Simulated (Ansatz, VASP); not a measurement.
## One calculation of Yb, two programs

File INCAR:

```
SYSTEM = Yb
  PREC = Accurate
  ENCUT = 520
  EDIFF = 1E-6
  ISMEAR = -1
  SIGMA = 0.1
  LREAL = .FALSE.
  LASPH = .TRUE.
  NELM = 100
  ALGO = Normal
  ISIF = 2
  LWAVE = .FALSE.
  LCHARG = .FALSE.
  GGA = PE
  NBANDS = 18
```

Contents of KPOINTS:

```
regular mesh
0
G
  13 13 13
  0 0 0
```

Contents of POSCAR:

```
Yb
1.0
    2.5987184467      0.0000000000      0.0000000000
    0.0000000000      2.5987184467      0.0000000000
    0.0000000000      0.0000000000      2.5987184467
Yb
1
Direct
    0.0000000000      0.0000000000      0.0000000000
```

Input for Ansatz:

```yaml
crystal:
  lattice:
    - [2.5987184467, 0.0, 0.0]
    - [0.0, 2.5987184467, 0.0]
    - [0.0, 0.0, 2.5987184467]
  atoms:
    - { symbol: Yb, position: [0.0, 0.0, 0.0] }
kpoints:
  mp_grid: { grid: [13, 13, 13] }
scf:
  occupations: { method: fermi_dirac, width: 0.1 }
hamiltonian:
  xc: pbe
  pseudopotentials: { kind: all_electron, lapw: { basis_error: 0.001 } }
output:
  forces: true
  stress: true
  eigenvalues: true
  populations: true
```

Change from the starting cell: volume scaled by 0.45, LAPW.

Alike in both runs: task single point; functional PBE; k mesh 13 × 13 × 13; occupations fermi-dirac, width 0.1 eV; no spin polarisation.

```csv
,VASP,Ansatz
version,VASP 6.6.1,Ansatz 0.2.0
potentials or method,"VASP PAW PBE potentials, release 64 (Yb)","all-electron LAPW, scalar-relativistic"
plane-wave cutoff (eV),520,see its input
```

VASP gave:

```
pressure (GPa) : 48.6
```

What did Ansatz give for the same quantities?

Pressure (GPa): 48.4.

Ansatz ran all-electron here, so the differences hold the error of VASP's frozen core and of both bases.

Caveats: so large a pressure means that the cell lies far from this level's equilibrium, or that cutoff or potentials fall short (VASP). The runs have no spin-orbit coupling, so splittings on Yb are missing. Spin polarisation is off, so any magnetic state and its effect on volume and gap are missing.
